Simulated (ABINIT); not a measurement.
# ZrH2 (Fm-3m) in ABINIT: further runs

One crystal, ZrH2, is run at these levels: PBEsol; tasks: single point.

All numbers are computed with ABINIT 10.8.3 (patched build); they aren't measurements. Logs are shortened: lines on timing, memory, paths and dates and some standing lists are left out, and cuts for length are marked. The log counts tension as positive stress, the text compression.

### 1 The structure

It takes space group Fm-3m (No. 225, cubic). The conventional cell has a = 4.818 Å, b = 4.818 Å, c = 4.818 Å, α = 90.00°, β = 90.00°, γ = 90.00°. Zr (site symmetry m-3m) is surrounded by 8 H at 2.09 Å. Around H (site symmetry -43m) lie 4 Zr at 2.09 Å.

The cell is a database's computed one.

### 2 Single point, PBEsol

The input, run.abi:

```
# Pseudopotentials
pp_dirpath "./"
pseudos "Zr.upf, H.upf"

# Structure
acell 3*1.0
rprim
     0.0000000000     4.5527754226     4.5527754226
     4.5527754226     0.0000000000     4.5527754226
     4.5527754226     4.5527754226     0.0000000000
ntypat 2
znucl 40 1
natom 3
typat 1 2 2
xcart
     0.0000000000     0.0000000000     0.0000000000
     2.2763877113     2.2763877113     2.2763877113
     6.8291631339     6.8291631339     6.8291631339

# Plane-wave basis
ecut 870.764360 eV

# k points
kptopt 1
ngkpt 8 8 8
nshiftk 1
shiftk 0.0 0.0 0.0

# Exchange and correlation
ixc -116133

# Bands and occupations
nband 11
occopt 3
tsmear 0.00183747

# SCF cycle
nstep 100
tolvrs 1.0e-10

# Output
iomode 3
prtwf 0
prteig 0
prtebands 0
prtden 1
prtvha 1
prtvclmb 1
prtpot 1
prtelf 1
```

Potentials or basis: PseudoDojo NC SR PBEsol v0.4.1 standard.

Run with:

```console
> abinit run.abi > log 2>&1
```

run.abo:

```text
.Version 10.8.3 of ABINIT
 Symmetries : space group Fm -3 m (#225); Bravais cF (face-center cubic)
================================================================================
 Values of the parameters that define the memory need of the present run
     intxc =       0    ionmov =       0      iscf =       7    lmnmax =       6
     lnmax =       6     mgfft =      36  mpssoang =       3    mqgrid =    3001
     natom =       3  nloc_mem =       1    nspden =       1   nspinor =       1
    nsppol =       1      nsym =      48    n1xccc =    2501    ntypat =       2
    occopt =       3   xclevel =       2
       mpw =        1640          nfft =       46656          nkpt =          29
================================================================================
================================================================================

--------------------------------------------------------------------------------
------------- Echo of variables that govern the present computation ------------
--------------------------------------------------------------------------------
 -outvars: echo values of preprocessed input variables --------
            acell      1.0000000000E+00  1.0000000000E+00  1.0000000000E+00 Bohr
              amu      9.12240000E+01  1.00794000E+00
             ecut      3.20000000E+01 Hartree
              ixc     -116133
         kptrlatt        8    0    0      0    8    0      0    0    8
          kptrlen      5.15087740E+01
            natom           3
            nband          11
            ngfft          36      36      36
             nkpt          29
            nstep         100
             nsym          48
           ntypat           2
           occopt           3
        prtebands           0
           prteig           0
           prtelf           1
           prtpot           1
         prtvclmb           1
           prtvha           1
            prtwf           0
            rprim      0.0000000000E+00  4.5527754226E+00  4.5527754226E+00
                       4.5527754226E+00  0.0000000000E+00  4.5527754226E+00
                       4.5527754226E+00  4.5527754226E+00  0.0000000000E+00
          spgroup         225
           tolvrs      1.00000000E-10
           tsmear      1.83747000E-03 Hartree
            typat      1  2  2
           xangst      0.0000000000E+00  0.0000000000E+00  0.0000000000E+00
                       1.2046124992E+00  1.2046124992E+00  1.2046124992E+00
                       3.6138374975E+00  3.6138374975E+00  3.6138374975E+00
            xcart      0.0000000000E+00  0.0000000000E+00  0.0000000000E+00
                       2.2763877113E+00  2.2763877113E+00  2.2763877113E+00
                       6.8291631339E+00  6.8291631339E+00  6.8291631339E+00
             xred      0.0000000000E+00  0.0000000000E+00  0.0000000000E+00
                       2.5000000000E-01  2.5000000000E-01  2.5000000000E-01
                       7.5000000000E-01  7.5000000000E-01  7.5000000000E-01
            znucl       40.00000    1.00000

================================================================================

 chkinp: Checking input parameters for consistency.

================================================================================
== DATASET  1 ==================================================================

--- !DatasetInfo
iteration_state: {dtset: 1, }
dimensions: {natom: 3, nkpt: 29, mband: 11, nsppol: 1, nspinor: 1, nspden: 1, mpw: 1640, }
cutoff_energies: {ecut:  32.0, pawecutdg:  -1.0, }
electrons: {nelect:   1.40000000E+01, charge:   0.00000000E+00, occopt:   3.00000000E+00, tsmear:   1.83747000E-03, }
meta: {optdriver: 0, ionmov: 0, optcell: 0, iscf: 7, paral_kgb: 0, }
...

 Real(R)+Recip(G) space primitive vectors, cartesian coordinates (Bohr,Bohr^-1):
 R(1)=  0.0000000  4.5527754  4.5527754  G(1)= -0.1098231  0.1098231  0.1098231
 R(2)=  4.5527754  0.0000000  4.5527754  G(2)=  0.1098231 -0.1098231  0.1098231
 R(3)=  4.5527754  4.5527754  0.0000000  G(3)=  0.1098231  0.1098231 -0.1098231
 Unit cell volume ucvol=  1.8873771E+02 bohr^3
 Angles (23,13,12)=  6.00000000E+01  6.00000000E+01  6.00000000E+01 degrees

 getcut: wavevector=  0.0000  0.0000  0.0000  ngfft=  36  36  36
         ecut(hartree)=     32.000   => boxcut(ratio)=   2.19569

--- Pseudopotential description ------------------------------------------------
- pspini: atom type   1  psp file is ./Zr.upf
12 -116133 2 -1 1604                          pspcod,pspxc,lmax,lloc,mmax
     nproj     2     2     2

- pspini: atom type   2  psp file is ./H.upf
12 -116133 1 -1 1180                          pspcod,pspxc,lmax,lloc,mmax
     nproj     2     1     0

   2.74388983E+02                                ecore*ucvol(ha*bohr**3)
--------------------------------------------------------------------------------

================================================================================

--- !BeginCycle
iteration_state: {dtset: 1, }
solver: {iscf: 7, nstep: 100, nline: 4, wfoptalg: 0, }
tolerances: {tolvrs: 1.00E-10, }
...

     iter   Etot(hartree)      deltaE(h)  residm     vres2
 ETOT  1  -51.786445994671    -5.179E+01 6.810E-02 1.081E+02
 ETOT  2  -51.814902049013    -2.846E-02 1.470E-02 1.155E+01
 ETOT  3  -51.816793136630    -1.891E-03 1.587E-03 1.748E-02
 ETOT  4  -51.816796004844    -2.868E-06 7.113E-04 7.823E-04
 ETOT  5  -51.816796068537    -6.369E-08 5.731E-04 1.690E-06
 ETOT  6  -51.816796068759    -2.216E-10 7.755E-04 7.346E-09
 ETOT  7  -51.816796068762    -3.446E-12 5.486E-04 1.092E-11

 At SCF step    7       vres2   =  1.09E-11 < tolvrs=  1.00E-10 =>converged.

 Compute ELF
--------------------------------------------------------------------------------

 Compute kinetic energy density

 Compute gradient of the electron density
 Electron Localization Function (ELF) [min:0;max:1]
)     Maximum=    9.9906E-01  at reduced coord.    0.7500    0.7500    0.7500
)     Minimum=    3.4939E-07  at reduced coord.    0.0000    0.0000    0.0000
   Integrated=    7.2778E+01

--------------------------------------------------------------------------------
 End of ELF section

 Cartesian components of stress tensor (hartree/bohr^3)
  sigma(1 1)=  1.59362255E-04  sigma(3 2)=  0.00000000E+00
  sigma(2 2)=  1.59362255E-04  sigma(3 1)=  0.00000000E+00
  sigma(3 3)=  1.59362255E-04  sigma(2 1)=  0.00000000E+00

--- !ResultsGS
iteration_state: {dtset: 1, }
comment   : Summary of ground state results
lattice_vectors:
- [  0.0000000,   4.5527754,   4.5527754, ]
- [  4.5527754,   0.0000000,   4.5527754, ]
- [  4.5527754,   4.5527754,   0.0000000, ]
lattice_lengths: [   6.43860,    6.43860,    6.43860, ]
lattice_angles: [ 60.000,  60.000,  60.000, ] # degrees, (23, 13, 12)
lattice_volume:   1.8873771E+02
convergence: {deltae: -3.446E-12, res2:  1.092E-11, residm:  5.486E-04, diffor: null, }
etotal    :  -5.18167961E+01
entropy   :   0.00000000E+00
fermie    :   3.62790124E-01
cartesian_stress_tensor: # hartree/bohr^3
- [  1.59362255E-04,   0.00000000E+00,   0.00000000E+00, ]
- [  0.00000000E+00,   1.59362255E-04,   0.00000000E+00, ]
- [  0.00000000E+00,   0.00000000E+00,   1.59362255E-04, ]
pressure_GPa:  -4.6886E+00
xred      :
- [  0.0000E+00,   0.0000E+00,   0.0000E+00, Zr]
- [  2.5000E-01,   2.5000E-01,   2.5000E-01,  H]
- [  7.5000E-01,   7.5000E-01,   7.5000E-01,  H]
cartesian_forces: # hartree/bohr
- [ -0.00000000E+00,  -0.00000000E+00,  -0.00000000E+00, ]
- [ -0.00000000E+00,  -0.00000000E+00,  -0.00000000E+00, ]
- [ -0.00000000E+00,  -0.00000000E+00,  -0.00000000E+00, ]
force_length_stats: {min:   0.00000000E+00, max:   0.00000000E+00, mean:   0.00000000E+00, }
...

 Integrated electronic density in atomic spheres:
 ------------------------------------------------
 Atom  Sphere_radius  Integrated_density
    1        2.00000          8.41873582
    2        2.00000          1.65255469
    3        2.00000          1.65255469
================================================================================

 ----iterations are completed or convergence reached----

 Mean square residual over all n,k,spin=   32.715E-07; max=  54.863E-05
 reduced coordinates (array xred) for    3 atoms
       0.000000000000      0.000000000000      0.000000000000
       0.250000000000      0.250000000000      0.250000000000
       0.750000000000      0.750000000000      0.750000000000
 rms dE/dt=  0.0000E+00; max dE/dt=  0.0000E+00; dE/dt below (all hartree)
    1       0.000000000000      0.000000000000      0.000000000000
    2       0.000000000000      0.000000000000      0.000000000000
    3       0.000000000000      0.000000000000      0.000000000000

 cartesian coordinates (angstrom) at end:
    1      0.00000000000000     0.00000000000000     0.00000000000000
    2      1.20461249918237     1.20461249918237     1.20461249918237
    3      3.61383749754712     3.61383749754712     3.61383749754712

 cartesian forces (hartree/bohr) at end:
    1     -0.00000000000000    -0.00000000000000    -0.00000000000000
    2     -0.00000000000000    -0.00000000000000    -0.00000000000000
    3     -0.00000000000000    -0.00000000000000    -0.00000000000000
 frms,max,avg= 0.0000000E+00 0.0000000E+00   0.000E+00  0.000E+00  0.000E+00 h/b

 cartesian forces (eV/Angstrom) at end:
    1     -0.00000000000000    -0.00000000000000    -0.00000000000000
    2     -0.00000000000000    -0.00000000000000    -0.00000000000000
    3     -0.00000000000000    -0.00000000000000    -0.00000000000000
 frms,max,avg= 0.0000000E+00 0.0000000E+00   0.000E+00  0.000E+00  0.000E+00 e/A
 length scales=  1.000000000000  1.000000000000  1.000000000000 bohr
              =  0.529177210544  0.529177210544  0.529177210544 angstroms
 Fermi (or HOMO) energy (hartree) =   0.36279   Average Vxc (hartree)=  -0.42180
 Eigenvalues (hartree) for nkpt=  29  k points:
 kpt#   1, nband= 11, wtk=  0.00195, kpt=  0.0000  0.0000  0.0000 (reduced coord)
  -1.44567   -0.62915   -0.62915   -0.62915    0.00916    0.31651    0.34956    0.34956
   0.34956    0.44436    0.44436
      occupation numbers for kpt#   1
   2.00000    2.00000    2.00000    2.00000    2.00000    2.00000    1.99851    1.99851
   1.99851    0.00000    0.00000
 prteigrs : prtvol=0 or 1, do not print more k-points.

--- !EnergyTerms
iteration_state     : {dtset: 1, }
comment             : Components of total free energy in Hartree
kinetic             :  1.55513303057424E+01
hartree             :  7.30998575358928E+00
xc                  : -1.06881400105002E+01
Ewald energy        : -3.89906260051233E+01
psp_core            :  1.45381112965065E+00
local_psp           : -3.15089511693056E+01
non_local_psp       :  5.05622337107763E+00
internal            : -5.18163666248691E+01
'-kT*entropy'       : -4.29443893346083E-04
total_energy        : -5.18167960687624E+01
total_energy_eV     : -1.41000685185632E+03
band_energy         : -5.52068245081788E+00
...

 Cartesian components of stress tensor (hartree/bohr^3)
  sigma(1 1)=  1.59362255E-04  sigma(3 2)=  0.00000000E+00
  sigma(2 2)=  1.59362255E-04  sigma(3 1)=  0.00000000E+00
  sigma(3 3)=  1.59362255E-04  sigma(2 1)=  0.00000000E+00

-Cartesian components of stress tensor (GPa)         [Pressure= -4.6886E+00 GPa]
- sigma(1 1)=  4.68859941E+00  sigma(3 2)=  0.00000000E+00
- sigma(2 2)=  4.68859941E+00  sigma(3 1)=  0.00000000E+00
- sigma(3 3)=  4.68859941E+00  sigma(2 1)=  0.00000000E+00

== END DATASET(S) ==============================================================
================================================================================

 -outvars: echo values of variables after computation  --------
            acell      1.0000000000E+00  1.0000000000E+00  1.0000000000E+00 Bohr
           etotal     -5.1816796069E+01
            fcart     -0.0000000000E+00 -0.0000000000E+00 -0.0000000000E+00
                      -0.0000000000E+00 -0.0000000000E+00 -0.0000000000E+00
                      -0.0000000000E+00 -0.0000000000E+00 -0.0000000000E+00
            rprim      0.0000000000E+00  4.5527754226E+00  4.5527754226E+00
                       4.5527754226E+00  0.0000000000E+00  4.5527754226E+00
                       4.5527754226E+00  4.5527754226E+00  0.0000000000E+00
           strten      1.5936225492E-04  1.5936225492E-04  1.5936225492E-04
                       0.0000000000E+00  0.0000000000E+00  0.0000000000E+00
           xangst      0.0000000000E+00  0.0000000000E+00  0.0000000000E+00
                       1.2046124992E+00  1.2046124992E+00  1.2046124992E+00
                       3.6138374975E+00  3.6138374975E+00  3.6138374975E+00
             xred      0.0000000000E+00  0.0000000000E+00  0.0000000000E+00
                       2.5000000000E-01  2.5000000000E-01  2.5000000000E-01
                       7.5000000000E-01  7.5000000000E-01  7.5000000000E-01
 Calculation completed.
```

Run time: 14 s. Hardware: 1 thread of Intel Xeon Platinum 8375C at 2.90GHz (Ice Lake), shared host; peak memory 0.07 GiB.

Results:

* Free energy: -1410.0069 eV
* Pressure: -4.7 GPa
* Band gap on the k mesh: none (metal or under the smearing width)
* Valence electrons inside the program's atomic spheres: Zr 8.42; H 1.65

Levels at points of the mesh, in eV from the Fermi level:
| k point | band 3 | band 4 | band 5 | band 6 | band 7 | band 8 | band 9 | band 10 | band 11 |
| --- | --- | --- | --- | --- | --- | --- | --- | --- | --- |
| (0.00, 0.00, 0.00) | -26.99 | -26.99 | -9.62 | -1.26 | -0.36 | -0.36 | -0.36 | 2.22 | 2.22 |
| (0.50, 0.00, 0.00) | -27.07 | -27.07 | -7.41 | -4.46 | -0.24 | -0.24 | 3.57 | 3.57 | 4.65 |
| (0.50, 0.50, 0.00) | -27.21 | -27.21 | -6.52 | -4.56 | -3.38 | 3.75 | 3.80 | 3.80 | 6.61 |

### 3 Single point, PBEsol

run.abi, as its differences from that of step 2:

```diff
@@ -14,9 +14,9 @@
 typat 1 2 2
-xcart
+xred
      0.0000000000     0.0000000000     0.0000000000
-     2.2763877113     2.2763877113     2.2763877113
-     6.8291631339     6.8291631339     6.8291631339
+     0.2500000000     0.2500000000     0.2500000000
+     0.7500000000     0.7500000000     0.7500000000
 
 # Plane-wave basis
-ecut 870.764360 eV
+ecut 32.0
 
@@ -34,3 +34,3 @@
 occopt 3
-tsmear 0.00183747
+tsmear 0.05 eV
 
@@ -45,2 +45,3 @@
 prtebands 0
+enunit 1
 prtden 1
```

Potentials or basis: PseudoDojo NC SR PBEsol v0.4.1 standard.

Run with:

```console
> abinit run.abi > log 2>&1
```

run.abo:

```text
.Version 10.8.3 of ABINIT
 Symmetries : space group Fm -3 m (#225); Bravais cF (face-center cubic)
================================================================================
 Values of the parameters that define the memory need of the present run
     intxc =       0    ionmov =       0      iscf =       7    lmnmax =       6
     lnmax =       6     mgfft =      36  mpssoang =       3    mqgrid =    3001
     natom =       3  nloc_mem =       1    nspden =       1   nspinor =       1
    nsppol =       1      nsym =      48    n1xccc =    2501    ntypat =       2
    occopt =       3   xclevel =       2
       mpw =        1640          nfft =       46656          nkpt =          29
================================================================================
================================================================================

--------------------------------------------------------------------------------
------------- Echo of variables that govern the present computation ------------
[... 220 lines left out ...]
================================================================================

 -outvars: echo values of variables after computation  --------
            acell      1.0000000000E+00  1.0000000000E+00  1.0000000000E+00 Bohr
           etotal     -5.1816796068E+01
            fcart      4.3317582793E-32 -4.3317582793E-32 -4.3317582793E-32
                       4.3317582793E-32 -4.3317582793E-32 -4.3317582793E-32
                      -8.6635165585E-32  8.6635165585E-32  8.6635165585E-32
            rprim      0.0000000000E+00  4.5527754226E+00  4.5527754226E+00
                       4.5527754226E+00  0.0000000000E+00  4.5527754226E+00
                       4.5527754226E+00  4.5527754226E+00  0.0000000000E+00
           strten      1.5936225834E-04  1.5936225834E-04  1.5936225834E-04
                       0.0000000000E+00  0.0000000000E+00  0.0000000000E+00
           xangst      0.0000000000E+00  0.0000000000E+00  0.0000000000E+00
                       1.2046124992E+00  1.2046124992E+00  1.2046124992E+00
                       3.6138374975E+00  3.6138374975E+00  3.6138374975E+00
             xred      0.0000000000E+00  0.0000000000E+00  0.0000000000E+00
                       2.5000000000E-01  2.5000000000E-01  2.5000000000E-01
                       7.5000000000E-01  7.5000000000E-01  7.5000000000E-01
 Calculation completed.
```

Wall time 11 s (1 thread of Arm Neoverse V2, shared host); peak memory 0.07 GiB.

What came out:

```yaml
Free_energy: -1410.0069 eV
Pressure: -4.7 GPa
Band_gap_on_the_k_mesh: none (metal or under the smearing width)
Valence_electrons_inside_the_program's_atomic_spheres: Zr 8.42; H 1.65
```
